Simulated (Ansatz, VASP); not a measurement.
**AlN in VASP and in Ansatz**

```
Al N
1.0
     3.11100    0.00000    0.00000
    -1.55550    2.69421    0.00000
     0.00000    0.00000    4.97800
Al N
2 2
Cartesian
  0.0000 1.7961 0.0000
  1.5555 0.8981 2.4890
  0.0000 1.7961 1.9165
  1.5555 0.8981 4.4055
```

Alike in both runs: task relaxation of cell and atoms; functional PBE; dispersion D3(BJ); k mesh 9 × 9 × 6; occupations gaussian, width 0.02 eV; no spin polarisation.

|  | VASP | Ansatz |
| --- | --- | --- |
| version | VASP 6.6.1 | Ansatz 0.2.0 |
| potentials or method | VASP PAW PBE potentials, release 64 (Al, N) | scalar-relativistic, plane waves, PAW |
| plane-wave cutoff (eV) | 600 | 420 |
| valence electrons in the cell | 16 | 16 |

Ansatz gave:

| Item | Value |
| --- | --- |
| gap on the k mesh at the Fermi level, each at its own relaxed structure (eV) | 4.22 |
| relaxed volume (Å³/atom) | 10.42 |
| relaxed cell length with the largest relative difference (Å) | 3.109 |

**Question.** What did VASP give for the same quantities?

**Answer.** gap on the k mesh at the Fermi level, each at its own relaxed structure (eV): 4.24; relaxed volume (Å³/atom): 10.40; relaxed cell length with the largest relative difference (Å): 3.107.

Caveats: an odd mesh through Γ misses points on the zone boundary, where band edges often lie. PBE gaps usually lie below the measured ones, often by a third to a half.
